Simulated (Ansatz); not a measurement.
# Which way does KCl + LiF ⇌ KF + LiCl run?

Plane-wave DFT in Ansatz with scalar-relativistic PAW potentials, cutoff 420 eV, Γ-centred meshes chosen by cell and gap, Gaussian smearing with energies taken to zero width. Every cell was relaxed (cell and atoms) in a run of its own, within the symmetry of its start. Functional: PBEsol.

Total energies hold large constants for each element; a whole number of eV per atom of each element is taken off below, which cancels in a balanced reaction.

| compound | lowest structure computed | structures tried | V (Å³/atom) | gap on mesh (eV) | E (eV per formula unit, common shift removed) |
| --- | --- | --- | --- | --- | --- |
| KCl | Fm-3m | 2 | 30.41 | 5.10 | -3.7412 |
| LiF | Fm-3m | 2 | 8.05 | 9.05 | -5.5567 |
| KF | Fm-3m | 1 | 18.70 | 6.15 | -5.1057 |
| LiCl | Fm-3m | 2 | 16.22 | 6.35 | -3.4814 |

Q: Work out the reaction energy at 0 K.

A: ΔE = E(KF) + E(LiCl) − E(KCl) − E(LiF) = 0.711 eV, or 69 kJ per mole of reaction (178 meV/atom). The left side is lower: K takes Cl and Li takes F. Pauling's electronegativities (K 0.82, Li 0.98; Cl 3.16, F 3.98) would pair K with F, the most ionic bond; the result goes the other way, so matching of sizes, lattice energies or covalent bonding outweigh it. The smaller cation ends with the smaller anion, the pairing that gives the greater sum of ionic lattice energies, which go as 1/(r₊ + r₋). All four are computed as solids; where they are solids at ordinary conditions entropy changes little. A lower structure that wasn't tried would shift the value, and mixed crystals may lie lower than either side.